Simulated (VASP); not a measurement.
# Ru in VASP: work function with PBE

Aim: the work function of Ru with PBE.

Program: VASP 6.6.1. These are calculated values, not measurements. Logs are shortened: lines on timing, memory, paths and dates and some standing lists are left out, and cuts for length are marked.

### Step 1. The undisturbed slab

The cell holds a slab with vacuum, 5 atoms: a = 2.708 Å, b = 2.708 Å, c = 23.845 Å, α = 90.00°, β = 90.00°, γ = 120.00°.

The slab is cut from a database's or a generator's crystal, which needn't be the stable form of the element.

### Step 2. Work function, PBE (the (1 1 1) slab of Ru, cut from the database cell, not relaxed)

Input file INCAR:

```
  ALGO = Normal
  DIPOL = 0.5 0.5 0.500
  EDIFF = 1E-6
  ENCUT = 520
  GGA = PE
  IDIPOL = 3
  ISIF = 2
  ISMEAR = 0
  LASPH = True
  LCHARG = True
  LDIPOL = True
  LELF = True
  LREAL = False
  LVACPOTAV = True
  LVHAR = True
  LWAVE = False
  NELM = 100
  PREC = Accurate
  SIGMA = 0.05
```

Input file KPOINTS:

```
k-points
0
Gamma
  11 11 1
```

Input file POSCAR:

```
Ru
1.0
    2.7082189719      0.0000000000      0.0000000000
   -1.3541094860      2.3453864287      0.0000000000
    0.0000000000      0.0000000000     23.8450061240
Ru
5
Direct
    0.6666666667      0.3333333333      0.3145312675
    0.3333333333      0.6666666667      0.4072656338
    0.0000000000      0.0000000000      0.5000000000
    0.6666666667      0.3333333333      0.5927343662
    0.3333333333      0.6666666667      0.6854687325
```

Potentials or basis: VASP PAW PBE potentials, release 64 (Ru_pv).

Started as:

```
> cat potpaw_PBE.64/Ru_pv/POTCAR > POTCAR
> mpirun -np 1 vasp_std > vasp.out
```

OUTCAR:

```text
EDIFF = 1E-6
   ENCUT = 520
   GGA = PE
   ISIF = 2
   ISMEAR = 0
   LASPH = True
   LREAL = False
   NELM = 100
   PREC = Accurate

 ion  position               nearest neighbor table
   1  0.667  0.333  0.315-   2 2.71   2 2.71   2 2.71
   2  0.333  0.667  0.407-   3 2.71   3 2.71   3 2.71   1 2.71   1 2.71   1 2.71
   3  0.000  0.000  0.500-   2 2.71   4 2.71   4 2.71   2 2.71   4 2.71   2 2.71
   4  0.667  0.333  0.593-   3 2.71   3 2.71   3 2.71   5 2.71   5 2.71   5 2.71
   5  0.333  0.667  0.685-   4 2.71   4 2.71   4 2.71

  LATTYP: Found a hexagonal cell.
 ALAT       =     2.7082189719
 C/A-ratio  =     8.8046817379

  Lattice vectors:

 A1 = (   2.7082189719,   0.0000000000,   0.0000000000)
 A2 = (  -1.3541094860,   2.3453864287,   0.0000000000)
 A3 = (   0.0000000000,   0.0000000000,  23.8450061240)

Analysis of symmetry for initial positions (statically):
=====================================================================
 Subroutine PRICEL returns:
 Original cell was already a primitive cell.

 Routine SETGRP: Setting up the symmetry group for a
 hexagonal supercell.

 Subroutine GETGRP returns: Found 12 space group operations
 (whereof 12 operations were pure point group operations)
 out of a pool of 24 trial point group operations.

The static configuration has the point symmetry D_3d.

Analysis of symmetry for dynamics (positions and initial velocities):
=====================================================================
 Subroutine PRICEL returns:
 Original cell was already a primitive cell.

 Routine SETGRP: Setting up the symmetry group for a
 hexagonal supercell.

 Subroutine GETGRP returns: Found 12 space group operations
 (whereof 12 operations were pure point group operations)
 out of a pool of 24 trial point group operations.

The dynamic configuration has the point symmetry D_3d.

 Subroutine INISYM returns: Found 12 space group operations
 (whereof 12 operations are pure point group operations),
 and found     1 'primitive' translations

----------------------------------------------------------------------------------------

                                     Primitive cell

  volume of cell :     151.4592

  direct lattice vectors                    reciprocal lattice vectors
     2.708218972  0.000000000  0.000000000     0.369246361  0.213184486  0.000000000
    -1.354109486  2.345386429  0.000000000     0.000000000  0.426368972  0.000000000
     0.000000000  0.000000000 23.845006124     0.000000000  0.000000000  0.041937502

  length of vectors
     2.708218972  2.708218972 23.845006124     0.426368972  0.426368972  0.041937502

  position of ions in fractional coordinates (direct lattice)
     0.666666667  0.333333333  0.314531268
     0.333333333  0.666666667  0.407265634
     0.000000000  0.000000000  0.500000000
     0.666666667  0.333333333  0.592734366
     0.333333333  0.666666667  0.685468732

  ion indices of the primitive-cell ions
   primitive index   ion index
                 1           1
                 2           2
                 3           3
                 4           4
                 5           5

----------------------------------------------------------------------------------------

 KPOINTS: k-points

Automatic generation of k-mesh.
 Grid dimensions read from file:
 generate k-points for:   11   11    1

 Generating k-lattice:

  Cartesian coordinates                     Fractional coordinates (reciprocal lattice)
     0.033567851  0.019380408  0.000000000     0.090909091 -0.000000000  0.000000000
     0.000000000  0.038760816  0.000000000     0.000000000  0.090909091  0.000000000
     0.000000000  0.000000000  0.041937502     0.000000000  0.000000000  1.000000000

  Length of vectors
     0.038760816  0.038760816  0.041937502

  Shift w.r.t. Gamma in fractional coordinates (k-lattice)
     0.000000000  0.000000000  0.000000000

 Subroutine IBZKPT returns following result:
 ===========================================

 Found     16 irreducible k-points:

 Following reciprocal coordinates:
            Coordinates               Weight
  0.000000  0.000000  0.000000      1.000000
  0.090909 -0.000000  0.000000      6.000000
  0.181818 -0.000000  0.000000      6.000000
  0.272727  0.000000  0.000000      6.000000
  0.363636 -0.000000  0.000000      6.000000
  0.454545 -0.000000  0.000000      6.000000
[... 8 lines left out ...]
  0.272727  0.272727  0.000000      6.000000
  0.363636  0.272727  0.000000      6.000000
   k-points           NKPTS =     16   k-points in BZ     NKDIM =     16   number of bands    NBANDS=     42
   number of dos      NEDOS =    301   number of ions     NIONS =      5
   total plane-waves  NPLWV =  72000
   dimension x,y,z NGX =    20 NGY =   20 NGZ =  180
   dimension x,y,z NGXF=    40 NGYF=   40 NGZF=  360
   ions per type =               5
   NGX,Y,Z   is equivalent  to a cutoff of  12.28, 12.28, 12.55 a.u.
   NGXF,Y,Z  is equivalent  to a cutoff of  24.55, 24.55, 25.10 a.u.
 SYSTEM =  unknown system
   PREC   = accura    normal or accurate (medium, high low for compatibility)
   ISTART =      0    job   : 0-new  1-cont  2-samecut
   ICHARG =      2    charge: 1-file 2-atom 10-const
   ISPIN  =      1    spin polarized calculation?
   LNONCOLLINEAR =      F non collinear calculations
   LSORBIT =      F    spin-orbit coupling
   LASPH  =      T    aspherical Exc in radial PAW
   ENCUT  =  520.0 eV  38.22 Ry    6.18 a.u.   5.04  5.04 44.34*2*pi/ulx,y,z
   NELM   =    100;   NELMIN=  2; NELMDL= -5     # of ELM steps
   EDIFF  = 0.1E-05   stopping-criterion for ELM
   LREAL  =      F    real-space projection
   EDIFFG = 0.1E-04   stopping-criterion for IOM
   NSW    =      0    number of steps for IOM
   IBRION =     -1    ionic relax: 0-MD 1-quasi-New 2-CG
   NFREE  =      0    steps in history (QN), initial steepest desc. (CG)
   ISIF   =      2    stress and relaxation
   ISYM   =      2    0-nonsym 1-usesym 2-fastsym
   POTIM  = 0.5000    time-step for ionic-motion
   TEBEG  =    0.0;   TEEND  =   0.0 temperature during run
   PSTRESS=    0.0 pullay stress
   NELECT =      70.0000    total number of electrons
   NUPDOWN=      -1.0000    fix difference up-down
   EMIN   =  10.00;   EMAX   =-10.00  energy-range for DOS
   EFERMI =   0.00;   METHOD = LEGACY
   ISMEAR =     0;   SIGMA  =   0.05  broadening in eV -4-tet -1-fermi 0-gaus
   EFERMI_NEDOS =   21; number of points for ismear=-14 and -15
   IALGO  =     38    algorithm
   IMIX   =      4    mixing-type and parameters
     AMIX     =   0.40;   BMIX     =  1.00
     AMIX_MAG =   1.60;   BMIX_MAG =  1.00
  volume/ion in A,a.u.               =      30.29       204.42
  Fermi-wavevector in a.u.,A,eV,Ry     =   1.265734  2.391890 21.797642  1.602082
  Thomas-Fermi vector in A             =   2.398971
   LORBIT       =      0    0 simple, 1 ext, 2 COOP (PROOUT), +10 PAW based schemes
   GGA     = PE    functional components
   LHFCALC =     F    Hartree Fock is set to
   AEXX    =    0.0000 exact exchange contribution
   IVDW    =     0    specifies the selected vdW correction
   LEPSILON=     F    determine dielectric tensor
   LRPA    =     F    only Hartree local field effects (RPA)
 non-spin polarized calculation
 Gauss-broadening in eV      SIGMA  =   0.05
  energy-cutoff  :      520.00
  volume of cell :      151.46
 maximum number of plane-waves:      4123
   NGX = 11   NGY = 11   NGZ = 89

 number of electron      70.0000010 magnetization

 dipolmoment           0.000000      0.000000     -0.000000 electrons x Angstroem

 Free energy of the ion-electron system (eV)
  ---------------------------------------------------
  ext. energy  EPLUGINS =         0.00000000
  ---------------------------------------------------
  free energy    TOTEN  =       -43.56698749 eV

  energy without entropy =      -43.55608500  energy(sigma->0) =      -43.56153625

 E-fermi :   2.9556     XC(G=0):  -7.2838

 val. band max:        2.9517406101   @ k =   0.2727   0.0000   0.0000
 cond. band min:       2.9885605794   @ k =   0.4545   0.0909   0.0000
 fundamental gap:      0.0368199693
 Fermi energy:         2.9556465766

 k-point     1 :       0.0000    0.0000    0.0000
  band No.  band energies     occupation
      1     -40.3557      2.00000
      2     -40.1681      2.00000
      3     -39.7479      2.00000
      4     -39.6352      2.00000
      5     -39.6352      2.00000
      6     -39.6250      2.00000
[... 34 lines left out ...]
     41       3.2987      0.00000
     42       3.9837      0.00000

 k-point     2 :       0.0909   -0.0000    0.0000
  band No.  band energies     occupation
      1     -40.3353      2.00000
      2     -40.1589      2.00000
      3     -39.7818      2.00000
      4     -39.6986      2.00000
      5     -39.6510      2.00000
      6     -39.6446      2.00000
[... 34 lines left out ...]
     41       3.3271      0.00000
     42       3.8880      0.00000

 k-point     3 :       0.1818   -0.0000    0.0000
  band No.  band energies     occupation
      1     -40.2802      2.00000
      2     -40.1397      2.00000
      3     -39.9156      2.00000
      4     -39.8561      2.00000
      5     -39.6928      2.00000
      6     -39.6775      2.00000
[... 34 lines left out ...]
     41       3.3751      0.00000
     42       3.9417      0.00000

 k-point     4 :       0.2727    0.0000    0.0000
  band No.  band energies     occupation
      1     -40.2209      2.00000
      2     -40.1442      2.00000
      3     -40.0946      2.00000
      4     -40.0533      2.00000
      5     -39.8032      2.00000
      6     -39.7469      2.00000
[... 484 lines left out ...]
     41       7.6358      0.00000
     42       8.1034      0.00000

 k-point    15 :       0.2727    0.2727    0.0000
  band No.  band energies     occupation
      1     -40.2839      2.00000
      2     -40.2404      2.00000
      3     -40.1748      2.00000
      4     -40.0906      2.00000
      5     -40.0289      2.00000
      6     -40.0082      2.00000
[... 34 lines left out ...]
     41       7.9781      0.00000
     42       8.2756      0.00000

 k-point    16 :       0.3636    0.2727    0.0000
  band No.  band energies     occupation
      1     -40.2686      2.00000
      2     -40.2238      2.00000
      3     -40.1673      2.00000
      4     -40.1054      2.00000
      5     -40.0880      2.00000
      6     -40.0445      2.00000
[... 34 lines left out ...]
     41       9.6587      0.00000
     42       9.8471      0.00000

------------------------ aborting loop because EDIFF is reached ----------------------------------------

  FORCE on cell =-STRESS in cart. coord.  units (eV):
  Direction    XX          YY          ZZ          XY          YZ          ZX
  --------------------------------------------------------------------------------------
  -------------------------------------------------------------------------------------
  Total       -5.0974113     -5.0974113     -4.9090230      0.0000000      0.0000000      0.0000000
  in kB      -53.9218319    -53.9218319    -51.9290081      0.0000000      0.0000000      0.0000000
  external PRESSURE =     -53.2575573 kB  Pullay stress =       0.0000000 kB

 VOLUME and BASIS-vectors are now :
 -----------------------------------------------------------------------------
  energy-cutoff  :      520.00
  volume of cell :      151.46
      direct lattice vectors                 reciprocal lattice vectors
     2.708218972  0.000000000  0.000000000     0.369246361  0.213184486  0.000000000
    -1.354109486  2.345386429  0.000000000     0.000000000  0.426368972  0.000000000
     0.000000000  0.000000000 23.845006124     0.000000000  0.000000000  0.041937502

 POSITION                                       TOTAL-FORCE (eV/Angst)
 -----------------------------------------------------------------------------------
      1.35411      0.78180      7.50000        -0.000000      0.000000      0.954048
     -0.00000      1.56359      9.71125        -0.000000     -0.000000     -0.812710
      0.00000      0.00000     11.92250        -0.000000      0.000000      0.000000
      1.35411      0.78180     14.13375         0.000000      0.000000      0.812710
     -0.00000      1.56359     16.34501         0.000000     -0.000000     -0.954048
 -----------------------------------------------------------------------------------
    total drift:                               -0.000000     -0.000000      0.000000

  FREE ENERGIE OF THE ION-ELECTRON SYSTEM (eV)
  ---------------------------------------------------
  free  energy   TOTEN  =       -43.5669874938 eV

  energy  without entropy=      -43.5560849999  energy(sigma->0) =      -43.56153625

 vacuum level on the upper side and lower side of the slab         8.026         8.026
```

Run time: 1.8 min. Hardware: 1 thread of AMD EPYC 9R45 (Zen 5), shared host; peak memory 0.26 GiB.

Results:

```yaml
Free_energy: -43.5670 eV
Largest_force: 0.954 eV/Å
Band_gap_on_the_k_mesh: none (metal or under the smearing width)
Work_function_of_the_upper_face: 5.07 eV
Work_function_of_the_lower_face: 5.07 eV
```

Forces in eV/Å, atoms in the order of the input:
```
Ru   0.000  0.000  0.954
Ru   0.000  0.000 -0.813
Ru   0.000  0.000  0.000
Ru   0.000  0.000  0.813
Ru   0.000  0.000 -0.954
```
